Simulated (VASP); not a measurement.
# AlN (Cmcm) in VASP: further runs

Runs on AlN. Level: LDA. Tasks: single point.

Program: VASP 6.6.1. These are calculated values, not measurements. Logs are shortened: lines on timing, memory, paths and dates and some standing lists are left out, and cuts for length are marked.

## Step 1: The cell of the first run

It takes space group Cmcm (No. 63, orthorhombic). Conventional cell: a = 3.362 Å, b = 5.737 Å, c = 4.188 Å, α = 90.00°, β = 90.00°, γ = 90.00°. Around Al (site symmetry m2m) lie 5 N at 1.91 to 2.09 Å. N (site symmetry m2m) has 5 Al at 1.91 to 2.09 Å as nearest neighbours.

The cell comes from a database or a generator and needn't be the stable form of this composition.

## Step 2: Single point, LDA (strain +0.0150 x Voigt [1, 0, 0, 0, 0, 0], atoms carried along)

File INCAR:

```
PREC     = Accurate       # precision mode
ENCUT    = 520            # plane-wave cutoff, eV
EDIFF    = 1E-7           # SCF threshold, eV
ISMEAR   = 0              # smearing method
SIGMA    = 0.05           # smearing width, eV
LREAL    = F              # projectors in reciprocal space
LASPH    = T              # aspherical terms in the spheres
NELM     = 60             # most SCF steps
ALGO     = Fast           # electronic algorithm
ISIF     = 2              # what is computed and relaxed
LWAVE    = F              # write WAVECAR
LCHARG   = T              # write CHGCAR
GGA      = CA             # functional
LELF     = T              # ELF
LVHAR    = T            
NBANDS   = 16             # bands
```

File KPOINTS:

```
regular mesh
0
Gamma
  9 9 6
```

File POSCAR:

```
AlN
1.0
    3.3617974779      0.0000000000      0.0000000000
   -1.6808987390      2.8683763727      0.0000000000
    0.0000000000      0.0000000000      4.1875630000
Al N
2 2
Direct
    0.3333333333      0.6666666667      0.7500000000
    0.6666666667      0.3333333333      0.2500000000
    0.3333333333      0.6666666667      0.2500000000
    0.6666666667      0.3333333333      0.7500000000
```

Potentials or basis: VASP PAW LDA potentials, release 64 (Al, N).

Command:

```
$ cat potpaw_LDA.64/Al/POTCAR potpaw_LDA.64/N/POTCAR > POTCAR
$ mpirun -np 1 vasp_std > vasp.out
```

OUTCAR:

```text
PREC = Accurate
   ENCUT = 520
   EDIFF = 1E-7
   ISMEAR = 0
   LREAL = F
   LASPH = T
   NELM = 60
   ISIF = 2
   GGA = CA

 ion  position               nearest neighbor table
   1  0.333  0.667  0.750-   4 1.91   4 1.93   4 1.93   3 2.09   3 2.09   2 2.84   2 2.84   2 2.85
                             2 2.85   2 2.85   2 2.85
   2  0.667  0.333  0.250-   3 1.91   3 1.93   3 1.93   4 2.09   4 2.09   1 2.84   1 2.84   1 2.85
                             1 2.85   1 2.85   1 2.85
   3  0.333  0.667  0.250-   2 1.91   2 1.93   2 1.93   1 2.09   1 2.09
   4  0.667  0.333  0.750-   1 1.91   1 1.93   1 1.93   2 2.09   2 2.09

  Warning from LATTYP: Monoclinic adjustment (A1->A3, A2->A1, A3->A2)!
  LATTYP: Found a base centered orthorhombic cell.
 ALAT       =     3.3617974779
 B/A-ratio  =     1.7064539976
 C/A-ratio  =     1.2456321440

  Lattice vectors:

 A1 = (   1.6808987390,  -2.8683763727,   0.0000000000)
 A2 = (   1.6808987389,   2.8683763727,   0.0000000000)
 A3 = (   0.0000000000,   0.0000000000,   4.1875630000)

Analysis of symmetry for initial positions (statically):
=====================================================================
 Subroutine PRICEL returns:
 Original cell was already a primitive cell.

 Routine SETGRP: Setting up the symmetry group for a
 base centered orthorhombic supercell.

 Subroutine GETGRP returns: Found  8 space group operations
 (whereof  4 operations were pure point group operations)
 out of a pool of  8 trial point group operations.

The static configuration has the point symmetry C_2h.
 The point group associated with its full space group is D_2h.

Analysis of symmetry for dynamics (positions and initial velocities):
=====================================================================
 Subroutine PRICEL returns:
 Original cell was already a primitive cell.

 Routine SETGRP: Setting up the symmetry group for a
 base centered orthorhombic supercell.

 Subroutine GETGRP returns: Found  8 space group operations
 (whereof  4 operations were pure point group operations)
 out of a pool of  8 trial point group operations.

The dynamic configuration has the point symmetry C_2h.
 The point group associated with its full space group is D_2h.

 Subroutine INISYM returns: Found  8 space group operations
 (whereof  4 operations are pure point group operations),
 and found     1 'primitive' translations

[... 100 lines left out ...]
   EDIFFG = 0.1E-05   stopping-criterion for IOM
   NSW    =      0    number of steps for IOM
   IBRION =     -1    ionic relax: 0-MD 1-quasi-New 2-CG
   NFREE  =      0    steps in history (QN), initial steepest desc. (CG)
   ISIF   =      2    stress and relaxation
   ISYM   =      2    0-nonsym 1-usesym 2-fastsym
   POTIM  = 0.5000    time-step for ionic-motion
   TEBEG  =    0.0;   TEEND  =   0.0 temperature during run
   PSTRESS=    0.0 pullay stress
   NELECT =      16.0000    total number of electrons
   NUPDOWN=      -1.0000    fix difference up-down
   EMIN   =  10.00;   EMAX   =-10.00  energy-range for DOS
   EFERMI =   0.00;   METHOD = LEGACY
   ISMEAR =     0;   SIGMA  =   0.05  broadening in eV -4-tet -1-fermi 0-gaus
   EFERMI_NEDOS =   21; number of points for ismear=-14 and -15
   IALGO  =     68    algorithm
   IMIX   =      4    mixing-type and parameters
     AMIX     =   0.40;   BMIX     =  1.00
     AMIX_MAG =   1.60;   BMIX_MAG =  1.00
  volume/ion in A,a.u.               =      10.10        68.12
  Fermi-wavevector in a.u.,A,eV,Ry     =   1.202426  2.272256 19.671699  1.445829
  Thomas-Fermi vector in A             =   2.338208
   LORBIT       =      0    0 simple, 1 ext, 2 COOP (PROOUT), +10 PAW based schemes
   GGA     = CA    functional components
   LHFCALC =     F    Hartree Fock is set to
   AEXX    =    0.0000 exact exchange contribution
   IVDW    =     0    specifies the selected vdW correction
   LEPSILON=     F    determine dielectric tensor
   LRPA    =     F    only Hartree local field effects (RPA)
 non-spin polarized calculation
 RMM-DIIS sequential band-by-band and
 Gauss-broadening in eV      SIGMA  =   0.05
  energy-cutoff  :      520.00
  volume of cell :       40.38
 maximum number of plane-waves:      1104
 NGX is ok and might be reduce to    28
   NGX = 13   NGY = 13   NGZ = 15

 number of electron      16.0000000 magnetization

 Free energy of the ion-electron system (eV)
  ---------------------------------------------------
  ext. energy  EPLUGINS =         0.00000000
  ---------------------------------------------------
  free energy    TOTEN  =       -32.40129160 eV

  energy without entropy =      -32.40129160  energy(sigma->0) =      -32.40129160

 E-fermi :   7.7191     XC(G=0): -11.4210

 val. band max:        7.4841124052   @ k =   0.0000   0.0000   0.0000
 cond. band min:      10.6773207631   @ k =   0.0000   0.0000   0.0000
 fundamental gap:      3.1932083579
 Fermi energy:         7.7191398294

 k-point     1 :       0.0000    0.0000    0.0000
  band No.  band energies     occupation
      1      -8.9967      2.00000
      2      -5.3025      2.00000
      3       0.7195      2.00000
      4       4.2360      2.00000
      5       4.2908      2.00000
      6       5.9215      2.00000
[... 433 lines left out ...]
      3       1.2349      2.00000
      4       2.7268      2.00000
      5       2.9994      2.00000
      6       3.3232      2.00000
[... 8 lines left out ...]
     15      20.0594      0.00000
     16      20.4059      0.00000

 [... further k-points ...]

------------------------ aborting loop because EDIFF is reached ----------------------------------------

  FORCE on cell =-STRESS in cart. coord.  units (eV):
  Direction    XX          YY          ZZ          XY          YZ          ZX
  --------------------------------------------------------------------------------------
  -------------------------------------------------------------------------------------
  Total       -3.4989824     -2.3259159     -2.6087176      0.0000000      0.0000000      0.0000000
  in kB     -138.8299949    -92.2859424   -103.5067352      0.0000000      0.0000000      0.0000000
  external PRESSURE =    -111.5408908 kB  Pullay stress =       0.0000000 kB

 VOLUME and BASIS-vectors are now :
 -----------------------------------------------------------------------------
  energy-cutoff  :      520.00
  volume of cell :       40.38
      direct lattice vectors                 reciprocal lattice vectors
     3.361797478  0.000000000  0.000000000     0.297459917  0.174314642  0.000000000
    -1.680898739  2.868376373  0.000000000     0.000000000  0.348629284  0.000000000
     0.000000000  0.000000000  4.187563000     0.000000000  0.000000000  0.238802377

 POSITION                                       TOTAL-FORCE (eV/Angst)
 -----------------------------------------------------------------------------------
     -0.00000      1.91225      3.14067         0.000000     -0.138560     -0.000000
      1.68090      0.95613      1.04689        -0.000000      0.138560      0.000000
     -0.00000      1.91225      1.04689         0.000000     -0.176338     -0.000000
      1.68090      0.95613      3.14067        -0.000000      0.176338     -0.000000
 -----------------------------------------------------------------------------------
    total drift:                                0.000000     -0.000000      0.000000

  FREE ENERGIE OF THE ION-ELECTRON SYSTEM (eV)
  ---------------------------------------------------
  free  energy   TOTEN  =       -32.4012915956 eV

  energy  without entropy=      -32.4012915956  energy(sigma->0) =      -32.40129160
```

OSZICAR:

```text
N       E                     dE             d eps       ncg     rms          rms(c)
DAV:   1     0.373422058962E+02    0.37342E+02   -0.72924E+03  3200   0.898E+02
DAV:   2    -0.340156194195E+02   -0.71358E+02   -0.65028E+02  4712   0.175E+02
[... 10 lines left out ...]
RMM:  13    -0.324012919115E+02   -0.10744E-05   -0.91030E-06  3930   0.235E-02    0.180E-02
RMM:  14    -0.324012919161E+02   -0.45304E-08   -0.12981E-06  3903   0.808E-03    0.232E-02
RMM:  15    -0.324012944475E+02   -0.25314E-05   -0.11617E-05  3884   0.182E-02    0.340E-02
RMM:  16    -0.324012939324E+02    0.51505E-06   -0.71795E-07  3836   0.612E-03    0.200E-02
RMM:  17    -0.324012917213E+02    0.22111E-05   -0.27292E-06  3617   0.903E-03    0.797E-03
RMM:  18    -0.324012915950E+02    0.12635E-06   -0.71086E-07  3541   0.479E-03    0.186E-03
RMM:  19    -0.324012915956E+02   -0.66120E-09   -0.20442E-08  2145   0.114E-03
   1 F= -.32401292E+02 E0= -.32401292E+02  d E =-.147216E-13
```

Run time: 48 s. Hardware: 1 thread of Intel Xeon Platinum 8488C (Sapphire Rapids), shared host; peak memory 0.17 GiB.

What came out:

```
Free energy            : -32.4013 eV
Pressure               : -11.2 GPa
Largest force          : 0.176 eV/Å
Band gap on the k mesh : 3.19 eV, direct
```

Forces in eV/Å, atoms in the order of the input:
```
Al   0.000 -0.139  0.000
Al   0.000  0.139  0.000
N    0.000 -0.176  0.000
N    0.000  0.176  0.000
```

Stress tensor (GPa, compression positive):
```
-13.88   0.00   0.00
  0.00  -9.23   0.00
  0.00   0.00 -10.35
```

Caveat: an odd mesh through Γ misses points on the zone boundary, where band edges often lie.

[end of part 1 of 3]
